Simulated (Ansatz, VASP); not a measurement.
**SiC (void in SiC) in two plane-wave programs**

Wanted: the spread between two codes on one cell, functional and k mesh. The structure shown is the start of the Ansatz relaxation below; VASP solves that cell, so the two are compared at the walk's first step.

Main program and level: Ansatz 0.2.0; plane waves, with VASP 6.6.1 beside it; single point at LDA.

## (1) Set-up

The cell holds 68 atoms: 34 Si and 34 C. Its edges and angles: a = 8.869 Å, b = 8.866 Å, c = 9.636 Å, α = 88.9°, β = 91.0°, γ = 120.3°. It derives from SiC (wurtzite), repeated 3×3×2. Wurtzite SiC (a = 3.076 A, c = 5.048 A), 3 x 3 x 2 conventional cells, the 2 Si, 2 C nearest the centre removed; (so at first; earlier steps may have moved the atoms), displaced by a Gaussian of 0.02 A. Nearest the centre at fractional (0.525, 0.519, 0.507): C66 at 2.32 Å, C49 at 2.41 Å, Si30 at 2.42 Å, Si19 at 2.44 Å, Si22 at 2.49 Å, Si18 at 2.53 Å, C52 at 2.60 Å, C68 at 3.05 Å.

## (2) Ansatz: relaxation, LDA

Ansatz runs on its PAW soft_1 files.

The two programs are compared at the cell with which this relaxation starts, whose forces are those of its first step.

input.yaml

```yaml
crystal:
  lattice:
    - [8.86839, -0.02426, -0.07834]
    - [-4.45521, 7.66489, 0.08459]
    - [-0.08571, 0.05737, 9.63591]
  atoms:
    - { symbol: Si, position: [0.00076, 0.99833, 0.00581] }
    - { symbol: C, position: [0.11184, 0.22181, 0.0635] }
    - { symbol: Si, position: [0.11424, 0.21989, 0.25411] }
    - { symbol: C, position: [0.00339, 0.99436, 0.30659] }
    - { symbol: Si, position: [0.00883, 0.98684, 0.48897] }
    - { symbol: C, position: [0.02166, 0.16189, 0.57889], spin: 0.6 }
    - { symbol: Si, position: [0.09895, 0.21547, 0.75326] }
    - { symbol: C, position: [0.00245, 0.99718, 0.82107] }
    - { symbol: Si, position: [0.99936, 0.33293, 0.00389] }
    - { symbol: C, position: [0.11325, 0.55587, 0.06502] }
    - { symbol: Si, position: [0.11641, 0.55258, 0.25554] }
    - { symbol: C, position: [0.00166, 0.32893, 0.31345] }
    - { symbol: Si, position: [0.99002, 0.32672, 0.50053] }
    - { symbol: C, position: [0.11268, 0.54637, 0.56583] }
    - { symbol: Si, position: [0.10903, 0.55349, 0.75343] }
    - { symbol: C, position: [0.99578, 0.33269, 0.81636] }
    - { symbol: Si, position: [0.00031, 0.66484, 0.00014] }
    - { symbol: C, position: [0.11294, 0.8851, 0.0624] }
    - { symbol: Si, position: [0.11411, 0.88354, 0.24936] }
    - { symbol: C, position: [0.00128, 0.66047, 0.31439] }
    - { symbol: Si, position: [0.00476, 0.65888, 0.50156] }
    - { symbol: C, position: [0.11325, 0.87958, 0.56323] }
    - { symbol: Si, position: [0.11129, 0.8899, 0.75218] }
    - { symbol: C, position: [0.9986, 0.66558, 0.80983] }
    - { symbol: Si, position: [0.33477, 0.99963, 0.99988] }
    - { symbol: C, position: [0.44506, 0.22233, 0.0567] }
    - { symbol: Si, position: [0.44607, 0.21884, 0.24828] }
    - { symbol: C, position: [0.33643, 0.99486, 0.31044] }
    - { symbol: Si, position: [0.33743, 0.9995, 0.497] }
    - { symbol: C, position: [0.446, 0.22001, 0.55638], spin: 0.6 }
    - { symbol: Si, position: [0.43818, 0.22682, 0.74223] }
    - { symbol: C, position: [0.33436, 0.00471, 0.81018] }
    - { symbol: Si, position: [0.33264, 0.33567, 0.99577] }
    - { symbol: C, position: [0.44498, 0.55513, 0.06032] }
    - { symbol: Si, position: [0.45344, 0.55366, 0.25739] }
    - { symbol: C, position: [0.33773, 0.32711, 0.30072], spin: 0.6 }
    - { symbol: Si, position: [0.43507, 0.56475, 0.73279], spin: 0.6 }
    - { symbol: C, position: [0.32805, 0.33905, 0.79961] }
    - { symbol: Si, position: [0.33418, 0.66665, 0.00164] }
    - { symbol: C, position: [0.44463, 0.88672, 0.06449] }
    - { symbol: Si, position: [0.44685, 0.88302, 0.25431] }
    - { symbol: C, position: [0.33941, 0.65982, 0.32191] }
    - { symbol: Si, position: [0.34365, 0.66003, 0.51476], spin: 0.6 }
    - { symbol: C, position: [0.4509, 0.88931, 0.56411] }
    - { symbol: Si, position: [0.44545, 0.89405, 0.75191] }
    - { symbol: C, position: [0.33122, 0.671, 0.81381] }
    - { symbol: Si, position: [0.66705, 0.00102, 0.00269] }
    - { symbol: C, position: [0.77696, 0.22357, 0.06202] }
    - { symbol: Si, position: [0.77948, 0.22157, 0.25015] }
    - { symbol: C, position: [0.67046, 0.99946, 0.31308] }
    - { symbol: Si, position: [0.67218, 0.01347, 0.50023] }
    - { symbol: C, position: [0.77017, 0.23717, 0.56099] }
    - { symbol: Si, position: [0.77399, 0.226, 0.74978] }
    - { symbol: C, position: [0.66627, 0.00418, 0.81522] }
    - { symbol: Si, position: [0.66641, 0.33507, 0.9972] }
    - { symbol: C, position: [0.77881, 0.55632, 0.05714] }
    - { symbol: Si, position: [0.77756, 0.55731, 0.24821] }
    - { symbol: C, position: [0.6698, 0.33371, 0.30791] }
    - { symbol: Si, position: [0.65907, 0.33985, 0.49279] }
    - { symbol: Si, position: [0.77757, 0.5592, 0.746], spin: 0.6 }
    - { symbol: C, position: [0.66217, 0.33707, 0.80587] }
    - { symbol: Si, position: [0.66548, 0.66776, 0.99595] }
    - { symbol: C, position: [0.77777, 0.88885, 0.06167] }
    - { symbol: Si, position: [0.77598, 0.88129, 0.25403] }
    - { symbol: C, position: [0.6721, 0.66377, 0.30724], spin: 0.6 }
    - { symbol: C, position: [0.83715, 0.98095, 0.57883], spin: 0.6 }
    - { symbol: Si, position: [0.78467, 0.90235, 0.75251] }
    - { symbol: C, position: [0.6634, 0.67111, 0.79389] }
magnetization:
  spin_polarized: true
kpoints:
  mp_grid: { grid: [2, 2, 1] }
hamiltonian:
  xc: lda
  pseudopotentials: { kind: paw, azcp: { folder: soft_1 }, xc_functional: pbe }
scf:
  occupations: { method: fermi_dirac, width: 0.05 }
  lower_state_search: "off"
output:
  forces: true
  eigenvalues: true
  stress: true
relax:
  f_tol: 0.05
  max_steps: 70
```

Command:

```console
$ ansatz run input.yaml --threads 4 --pin off --max-ram 8192MiB --backend cpu --events-out ev --progress --plain --runs-dir out
```

Numbers of over 12 decimals in the logs are rounded to 6 here.

The program printed:

```text
Warning: output.stress: scf.convergence.dr2_threshold = 1e-7 eV (the SCF's general default) is looser than the 6.8e-9 eV advised for a printed stress (1e-10 eV for each atom of the cell: 68). What an SCF threshold leaves in a stress goes as its square root, and in the free energy as the threshold itself, and one threshold admits the most on a small cell: [figures from the program's tests cut] Every solve of this run  [...]
Engine: ansatz 0.2.0, x86_64-unknown-linux-gnu
Pseudopotentials: kind: paw
Pseudopotential: Si, paw, valence charge 4, recommended cutoff 420 eV (normal), soft_1/Si.paw.azcp
Pseudopotential: C, paw, valence charge 4, recommended cutoff 420 eV (normal), soft_1/C.paw.azcp
Functional definition: SPW92
  exchange = slater_x
  correlation = pw_c
Crystal: 68 atoms, lattice volume = 653.887 Å³
Basis set: ecut = 420 eV, 12775 PW (Γ)
Bands: 207, of which v1, the nominal top of the filled ones, is band 136 counted from 1 (135 counted from 0)
Symmetry: 1 space group operations
Space group: P1 (ITA 1), of the structure as read, at distance tolerance 8.7e-5 Å
Magnetic group: BNS 1.1 (UNI 1), of the structure as read, at distance tolerance 8.7e-5 Å
k-points: 4
Non-local potential: Si, projectors of the file, l = 0: 2, l = 1: 2, l = 2: 1
Non-local potential: C, projectors of the file, l = 0: 2, l = 1: 2, l = 2: 1
PAW form: soft (Blöchl's): semilocal exchange-correlation on the pseudo side does not see the compensation charge
PAW frozen core: Si, regenerated for the run's functional, and the local potential with it (the file was generated under x = pbe(κ = 0.804, μ = 0.219515), c = pbe(β = 0.066725))
PAW frozen core: C, regenerated for the run's functional, and the local potential with it (the file was generated under x = pbe(κ = 0.804, μ = 0.219515), c = pbe(β = 0.066725))
PAW one-centre angular grid: Si, 110 points (default); XC on 64 Gauss nodes
PAW one-centre angular grid: C, 110 points (default); XC on 64 Gauss nodes
Initial density: superposition of atomic densities (chi_scale 0.1, normalization cell)
Starting moments: Σ|m| = 4.8 μB on 8 of 68 sites
Initial wavefunctions: pseudopotential atomic-orbital guess
Functional: x = slater, c = lda
SCF iter   1: F=—  HF=-29034.348239 eV  |F-HF|=—  |Δ(HF+E_count)|=         —  Δρ=8.97e-2 (↑8.49e-2 ↓8.97e-2)  dr2=2.45e2  dr2_m=5.25e-1  M=0.262 μB ∫|m|=1.020 μB  β_m=0.30  ethr=3.10e-3  ⟨swp⟩=6.8  Hψ=8831  notcnv=0  defer=307
preconditioner: auto → Kerker (q_TF=auto, 2.357 Å⁻¹)  [metal: Δε(μ)=0.085 eV  Ē_g=13.701 eV  σ=0.050 eV  W_gap=0.39  n_scr=144 (ndim 8)  ℏωp=23.9 eV  f_vac=0.000  D(μ)=4.00/eV (n_scr^D=14)]
spin=Collinear: Kerker preconditioning applied to the charge; magnetization (m = ρ↑ − ρ↓) channel mixes plain (no charge-response kernel on spin).
SCF iter   2: F=—  HF=-28986.931501 eV  |F-HF|=—  |Δ(HF+E_count)|=    4.74e1  Δρ=5.49e-2 (↑5.21e-2 ↓5.49e-2)  dr2=9.12e1  dr2_m=2.47e-1  M=0.390 μB ∫|m|=0.829 μB  β_m=0.30  ethr=3.10e-3  ⟨swp⟩=3.0  Hψ=3110  notcnv=0  defer=499
SCF iter   3: F=—  HF=-28958.516885 eV  |F-HF|=—  |Δ(HF+E_count)|=    2.84e1  Δρ=1.74e-2 (↑1.69e-2 ↓1.74e-2)  dr2=6.75e0  dr2_m=1.31e-1  M=0.425 μB ∫|m|=0.740 μB  β_m=0.30  ethr=3.10e-3  ⟨swp⟩=4.8  Hψ=3176  notcnv=0  defer=498
SCF iter   4: F=—  HF=-28957.321281 eV  |F-HF|=—  |Δ(HF+E_count)|=    1.20e0  Δρ=1.15e-2 (↑1.15e-2 ↓1.14e-2)  dr2=2.88e0  dr2_m=7.41e-2  M=0.371 μB ∫|m|=0.620 μB  β_m=0.30  ethr=2.48e-3  ⟨swp⟩=2.1  Hψ=1935  notcnv=0  defer=499
SCF iter   5: F=—  HF=-28956.643684 eV  |F-HF|=—  |Δ(HF+E_count)|=   6.78e-1  Δρ=3.77e-3 (↑3.77e-3 ↓3.59e-3)  dr2=4.34e-1  dr2_m=4.49e-2  M=0.267 μB ∫|m|=0.477 μB  β_m=0.30  ethr=1.06e-3  ⟨swp⟩=3.9  Hψ=2328  notcnv=0  defer=503
SCF iter   6: F=—  HF=-28956.614587 eV  |F-HF|=—  |Δ(HF+E_count)|=   2.91e-2  Δρ=2.73e-3 (↑2.73e-3 ↓2.65e-3)  dr2=2.08e-1  dr2_m=2.22e-2  M=0.346 μB ∫|m|=0.475 μB  β_m=0.30  ethr=1.59e-4  ⟨swp⟩=2.0  Hψ=1947  notcnv=0  defer=506
[...]
k-point 3 ↓: bands = [... 132 lower, 9.8141, 9.8430, 10.0520, 10.3606, 12.1853, 12.6670, 12.9085, 13.2126, ... 67 higher]
--- Relaxed structure (10 steps of the walk, 9 accepted, 0 SCFs on fresh bases) ---
  F+E_penalty+E_count = -28957.69783499 eV   max|allowed force component| = 2.831e-2 eV/Å
  atoms:
    - { symbol: Si, position: [0.00188652, 0.999140, 0.011263] }
    - { symbol: C, position: [0.119591, 0.223862, 0.073927] }
    - { symbol: Si, position: [0.128590, 0.219995, 0.270332] }
    - { symbol: C, position: [0.00400421, 0.989207, 0.304431] }
    - { symbol: Si, position: [0.00148953, 0.977894, 0.487028] }
    - { symbol: C, position: [0.021078, 0.160713, 0.576253] }
    - { symbol: Si, position: [0.096231, 0.216948, 0.752613] }
    - { symbol: C, position: [0.00110421, 0.999100, 0.824128] }
    - { symbol: Si, position: [1.002283, 0.331401, 0.00773514] }
    - { symbol: C, position: [0.114583, 0.555635, 0.065981] }
    - { symbol: Si, position: [0.119980, 0.550212, 0.256776] }
    - { symbol: C, position: [0.00661263, 0.326028, 0.314260] }
    - { symbol: Si, position: [0.986571, 0.326922, 0.500648] }
    - { symbol: C, position: [0.113030, 0.546335, 0.566476] }
    - { symbol: Si, position: [0.109905, 0.553943, 0.754815] }
    - { symbol: C, position: [0.992815, 0.332368, 0.818315] }
    - { symbol: Si, position: [0.000525759, 0.663239, -0.00248223] }
    - { symbol: C, position: [0.114665, 0.883617, 0.059632] }
    - { symbol: Si, position: [0.115520, 0.878562, 0.247576] }
    - { symbol: C, position: [0.00322073, 0.656395, 0.315189] }
    - { symbol: Si, position: [-0.00465759, 0.653538, 0.504475] }
    - { symbol: C, position: [0.112116, 0.878372, 0.563090] }
    - { symbol: Si, position: [0.109387, 0.891973, 0.752033] }
    - { symbol: C, position: [0.996934, 0.665446, 0.807066] }
    - { symbol: Si, position: [0.336133, 1.002249, 0.995475] }
    - { symbol: C, position: [0.444506, 0.223630, 0.057626] }
    - { symbol: Si, position: [0.450562, 0.216365, 0.248587] }
    - { symbol: C, position: [0.338127, 0.989838, 0.307289] }
    - { symbol: Si, position: [0.335848, 1.004505, 0.492936] }
    - { symbol: C, position: [0.421674, 0.253242, 0.513493] }
    - { symbol: Si, position: [0.429438, 0.237273, 0.723148] }
    - { symbol: C, position: [0.336458, 0.015326, 0.801981] }
    - { symbol: Si, position: [0.333647, 0.336843, 0.994363] }
    - { symbol: C, position: [0.446938, 0.550067, 0.072463] }
    - { symbol: Si, position: [0.459039, 0.541707, 0.277564] }
    - { symbol: C, position: [0.350540, 0.311251, 0.359457] }
    - { symbol: Si, position: [0.435720, 0.568834, 0.724426] }
    - { symbol: C, position: [0.325673, 0.345421, 0.797900] }
    - { symbol: Si, position: [0.336928, 0.663589, 0.00482604] }
    - { symbol: C, position: [0.444079, 0.886386, 0.062526] }
    - { symbol: Si, position: [0.448356, 0.877513, 0.252809] }
    - { symbol: C, position: [0.343351, 0.654220, 0.324678] }
    - { symbol: Si, position: [0.344771, 0.660338, 0.516025] }
    - { symbol: C, position: [0.448356, 0.893524, 0.562879] }
    - { symbol: Si, position: [0.444077, 0.896962, 0.751445] }
    - { symbol: C, position: [0.333575, 0.673090, 0.815301] }
    - { symbol: Si, position: [0.667357, -0.000377339, 0.00307926] }
    - { symbol: C, position: [0.776638, 0.223712, 0.059128] }
    - { symbol: Si, position: [0.784119, 0.219618, 0.247982] }
    - { symbol: C, position: [0.672087, 0.996752, 0.311680] }
    - { symbol: Si, position: [0.669282, 0.015591, 0.498384] }
    - { symbol: C, position: [0.761667, 0.241132, 0.558256] }
    - { symbol: Si, position: [0.770887, 0.227136, 0.747946] }
    - { symbol: C, position: [0.664928, 0.00539405, 0.815088] }
    - { symbol: Si, position: [0.664749, 0.335404, 0.991069] }
    - { symbol: C, position: [0.778824, 0.556243, 0.054680] }
    - { symbol: Si, position: [0.780846, 0.557262, 0.246165] }
    - { symbol: C, position: [0.676855, 0.333592, 0.303903] }
    - { symbol: Si, position: [0.661800, 0.359829, 0.487828] }
    - { symbol: Si, position: [0.778877, 0.562600, 0.732096] }
    - { symbol: C, position: [0.654500, 0.338742, 0.794990] }
    - { symbol: Si, position: [0.663650, 0.664676, 0.992836] }
    - { symbol: C, position: [0.775454, 0.883998, 0.063928] }
    - { symbol: Si, position: [0.773834, 0.873268, 0.257692] }
    - { symbol: C, position: [0.679907, 0.659200, 0.330471] }
    - { symbol: C, position: [0.832237, 0.978043, 0.577685] }
    - { symbol: Si, position: [0.782288, 0.902192, 0.753377] }
    - { symbol: C, position: [0.661803, 0.669938, 0.790351] }
```

Reading the cycles: dr2 is the Hartree energy of the density residual (eV), the measure of convergence; HF is the Harris–Foulkes estimate of the energy, which meets the free energy F at convergence.

(Part 1 of 2 ends here.)

[Lines on the potential files, build, host, timing and source positions are cut from VASP's logs without a mark.]

[Logs are printed without paths, hosts, clocks, repeated set-up lines and the standing remarks that a program may print on its own settings, such as how far it seeks lower states.]

[Hosts, paths, dates, database ids (printed as entryN), source tags and the programs' standing remarks are cut or masked in the printed files.]
